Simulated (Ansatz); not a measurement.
# NbN: the cost of one run

Method: DFT PBE+U (U_eff = 2 eV on Nb d), plane waves, PAW, in Ansatz 0.2.0.

### Step 1. The structure to begin with

The structure is cubic, space group Fm-3m (No. 225). The conventional cell has a = 4.389 Å, b = 4.389 Å, c = 4.389 Å, α = 90.00°, β = 90.00°, γ = 90.00°. Around Nb (site symmetry m-3m) lie 6 N at 2.19 Å. N (site symmetry m-3m) is surrounded by 6 Nb at 2.19 Å.

Structure file:

```cif
data_structure
_symmetry_space_group_name_H-M 'P 1'
_symmetry_Int_Tables_number 1
_cell_length_a 3.1035
_cell_length_b 5.3754
_cell_length_c 6.2070
_cell_angle_alpha 30.000
_cell_angle_beta 60.000
_cell_angle_gamma 54.736
_cell_volume 42.27
loop_
_atom_site_label
_atom_site_type_symbol
_atom_site_fract_x
_atom_site_fract_y
_atom_site_fract_z
_atom_site_occupancy
Nb1 Nb 0.50000 0.50000 0.00000 1
N1 N 0.00000 0.00000 0.00000 1
Nb2 Nb 0.50000 0.50000 0.50000 1
N2 N 0.00000 0.00000 0.50000 1
```

Magnetic order typed: antiferromagnetic, doubled cell 0 1/2 1/2.

### Step 2. From atoms, symmetry kept, no search

The input, input.yaml:

```yaml
crystal:
  lattice:
    - [0.0, 2.19450073, 2.19450073]
    - [4.38900146, 2.19450073, 2.19450073]
    - [4.38900146, 4.38900146, 0.0]
  atoms:
    - { symbol: Nb, position: [0.5, 0.5, 0.0], spin: 2.0 }
    - { symbol: "N", position: [0.0, 0.0, 0.0] }
    - { symbol: Nb, position: [0.5, 0.5, 0.5], spin: -2.0 }
    - { symbol: "N", position: [0.0, 0.0, 0.5] }
basis:
  ecutwfc: 420
  ecutrho_ratio: 4
kpoints:
  mp_grid: { grid: [7, 7, 7] }
hamiltonian:
  xc: pbe
  hubbard:
    sites: [{ site: 0, l: d, u_eff: 2.0 }, { site: 2, l: d, u_eff: 2.0 }]
scf:
  occupations: { method: gaussian, width: 0.05 }
  lower_state_search: "off"
  max_iter: 150
output:
  forces: true
  stress: true
  eigenvalues: true
  populations: true
  hubbard: { sites: [{ site: 0, l: d }, { site: 2, l: d }] }
magnetization:
  spin_polarized: true
```

Run with:

```bash
$ ansatz run input.yaml --threads 2 --pin off --max-ram 3072MiB --backend cpu --events-out ev --progress --plain --runs-dir out
```

Q: Estimate wall time and peak memory on 2 threads of Arm Neoverse N1, shared host.

About 7.3 s, with a peak of 0.44 GiB.
